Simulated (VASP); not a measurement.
Crystal: Zr.

```
Zr
1.0
    -1.79085    1.79085    1.79085
     1.79085   -1.79085    1.79085
     1.79085    1.79085   -1.79085
Zr
1
Direct
  0.00000 0.00000 0.00000
```

This isn't the form of Zr at room conditions, which is hcp.

| Quantity | Value |
| --- | --- |
| Program | VASP 6.6.1 |
| Task | relaxation of cell and atoms |
| Functional | PBEsol |
| Potentials or basis | VASP PAW PBE potentials, release 64 (Zr_sv) |
| Cutoff | 580 eV |
| k mesh | 16 × 16 × 16 |
| Occupations | gaussian, width 0.1 eV |
| Spin | no spin polarisation |

At the start: pressure -4.3 GPa; volume 22.97 Å³/atom.

Task: Where does the relaxation end?

Result: Over 3 steps the energy falls by 15.8 meV/atom and the volume is 21.85 Å³/atom (-4.9 %); space group Im-3m (No. 229, to 0.05 Å).

Step by step:
| step | energy change (eV) | largest force (eV/Å) | pressure (GPa) | volume (Å³) |
| --- | --- | --- | --- | --- |
| 1 | 0.0000 | 0.0000 | -4.34 | 22.97 |
| 2 | -0.0050 | 0.0000 | 4.03 | 20.97 |
| 3 | -0.0158 | 0.0000 | -0.01 | 21.85 |

Final structure:
```yaml
crystal:
  lattice:
    - [-1.76118, 1.76118, 1.76118]
    - [1.76118, -1.76118, 1.76118]
    - [1.76118, 1.76118, -1.76118]
  atoms:
    - { symbol: Zr, position: [0.00000, 0.00000, 0.00000] }
```

Caveat: the PAW data sets were made with another functional, which shifts forces and pressure a little.
